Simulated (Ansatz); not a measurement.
# Relaxing YN in the rocksalt type

First guess:

```xyz
2
Lattice="0.0000 2.3280 2.3280 2.3280 0.0000 2.3280 2.3280 2.3280 0.0000" Properties=species:S:1:pos:R:3 pbc="T T T"
Y     0.0000    0.0000    0.0000
N     2.3280    2.3280    2.3280
```

Theory: DFT, PBE, PAW with Ansatz's default frozen-core files, scalar-relativistic in Ansatz 0.2.0.

Cell and atoms relax within the symmetry of the start on a 15×15×15 k mesh with 0.03 eV Fermi–Dirac smearing.

The start is built from a prototype, known or not as a phase of this compound; the cutoff is 420 eV.

What is the pressure of the first guess?

34.6 GPa.

What does it relax to?

a = 4.905 Å, b = 4.905 Å, c = 4.905 Å, α = 90.00°, β = 90.00°, γ = 90.00° (conventional cell), 14.75 Å³ per atom:
```
CELL_PARAMETERS angstrom
0.00000 2.45268 2.45268
2.45268 0.00000 2.45268
2.45268 2.45268 0.00000
ATOMIC_POSITIONS crystal
Y 0.00000 0.00000 0.00000
N 0.50000 0.50000 0.50000
```

How much energy does the relaxation release?

202 meV/atom.
